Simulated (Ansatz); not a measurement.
**Os in Ansatz: the effect of dispersion**

The system is Os.

```
Os
1.0
     0.00000    1.94500    1.94500
     1.94500    0.00000    1.94500
     1.94500    1.94500    0.00000
Os
1
Direct
  0.00000 0.00000 0.00000
```

This isn't the form of Os at room conditions, which is hcp.

Alike in all runs:

* Program: Ansatz 0.2.0
* Task: relaxation of cell and atoms
* Functional: PBE
* Potentials or basis: Ansatz PAW
* Cutoff: 420 eV (not typed: the program's choice for these potentials)
* k mesh: 12 × 12 × 12
* Occupations: fermi-dirac, width 0.05 eV
* Spin: no spin polarisation

Each run relaxes the cell or the atoms first.

Problem. One run gave: relaxed volume 14.32 Å³/atom. Which dispersion did it use?
A. none
B. D3(BJ)
C. D3(BJ)-ATM
D. D4

Solution. A.

```csv
dispersion,relaxed volume (Å³/atom)
none,14.32
D3(BJ),14.05
D3(BJ)-ATM,14.11
D4,14.06
```

Caveats: the plane-wave basis is chosen anew once the cell has moved, so the energies of steps on either side of that aren't comparable; pairwise dispersion overbinds metals, which lowers pressure and volume (some runs).
